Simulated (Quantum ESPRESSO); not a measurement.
A calculation with Quantum ESPRESSO 7.5 of Au (ASE script, structure from a POSCAR):

run.py

```python
import numpy as np
from ase.calculators.espresso import Espresso, EspressoProfile
from ase.io import read

atoms = read('POSCAR')

input_data = {
    'control': {'calculation': 'scf', 'prefix': 'pwscf', 'outdir': './tmp', 'tprnfor': True, 'tstress': True, 'disk_io': 'nowf'},
    'system': {'ecutwfc': 45.0, 'ecutrho': 360.0, 'nbnd': 18, 'occupations': 'smearing', 'smearing': 'fd', 'degauss': 0.00367493},
    'electrons': {'conv_thr': 4e-10, 'electron_maxstep': 120, 'mixing_beta': 0.5},
}
pseudopotentials = {'Au': 'au_pbesol_v1.uspp.F.UPF'}
profile = EspressoProfile(command='mpirun -n 2 pw.x -nk 2', pseudo_dir='pseudo')
dft = Espresso(profile=profile, input_data=input_data, pseudopotentials=pseudopotentials, kpts=(11, 11, 6), koffset=(0, 0, 0))
atoms.calc = dft

print(f'energy {atoms.get_potential_energy():.8f} eV')
print('forces (eV/A)')
print(np.round(atoms.get_forces(), 6))
print('stress (eV/A^3, Voigt)')
print(np.round(atoms.get_stress(), 8))
print(f'Fermi level {dft.get_fermi_level():.4f} eV')
```

POSCAR

```
Au
1.0
    1.4113099650     -2.5559330250      0.0000000000
    1.4113099650      2.5559330250      0.0000000000
    0.0000000000      0.0000000000      4.8931696100
Au
2
Direct
    0.3346720300      0.6653279700      0.2500000000
    0.6653279700      0.3346720300      0.7500000000
```

Potentials or basis: GBRV 1.5 PBEsol.

Launch:

```console
$ OMP_NUM_THREADS=1 python run.py
```

This isn't the form of Au at room conditions, which is fcc.

**Question.** Write the same calculation in another form: native input, structure typed inline.

**Answer.** As run:

The input pw.in:

```
&CONTROL
  calculation = 'scf'
  prefix = 'pwscf'
  outdir = './tmp'
  pseudo_dir = './pseudo'
  tprnfor = .true.
  tstress = .true.
  disk_io = 'low'
/
&SYSTEM
  ibrav = 0
  celldm(1) = 8
  nat = 2
  ntyp = 1
  ecutwfc = 45
  ecutrho = 360
  nbnd = 18
  occupations = 'smearing'
  smearing = 'fd'
  degauss = 0.00367493
/
&ELECTRONS
  conv_thr = 4d-10
  electron_maxstep = 120
  mixing_beta = 0.5
/
ATOMIC_SPECIES
Au   196.9666 au_pbesol_v1.uspp.F.UPF
CELL_PARAMETERS alat
  0.3333736638506  -0.6037516762670   0.0000000000000
  0.3333736638506   0.6037516762670   0.0000000000000
  0.0000000000000   0.0000000000000   1.1558438055302
ATOMIC_POSITIONS crystal
Au     0.3346720300    0.6653279700    0.2500000000
Au     0.6653279700    0.3346720300    0.7500000000
K_POINTS automatic
11 11 6 0 0 0
```

The input pp_density.in:

```
&INPUTPP
  prefix = 'pwscf'
  outdir = './tmp'
  filplot = 'density.dat'
  plot_num = 0
/
&PLOT
  nfile = 1
  filepp(1) = 'density.dat'
  iflag = 3
  output_format = 6
  fileout = 'density.cube'
/
```

File pp_potential.in:

```
&INPUTPP
  prefix = 'pwscf'
  outdir = './tmp'
  filplot = 'potential.dat'
  plot_num = 11
/
&PLOT
  nfile = 1
  filepp(1) = 'potential.dat'
  iflag = 3
  output_format = 6
  fileout = 'potential.cube'
/
```

Potentials or basis: GBRV 1.5 PBEsol.

Command:

```console
$ OMP_NUM_THREADS=1 mpirun -n 2 pw.x -nk 2 -in pw.in > pw.out
$ OMP_NUM_THREADS=1 mpirun -n 1 pp.x -in pp_density.in > pp_density.out
$ OMP_NUM_THREADS=1 mpirun -n 1 pp.x -in pp_potential.in > pp_potential.out
```

Both were run:

|  | ASE script, structure from a POSCAR | native input, structure typed inline |
| --- | --- | --- |
| Pressure | -5.7 GPa | -5.7 GPa |
| Largest force | 0.021 eV/Å | 0.021 eV/Å |
| Band gap on the k mesh | none (metal or under the smearing width) | none (metal or under the smearing width) |

Keys that steer only the numerical path or the files written may differ.
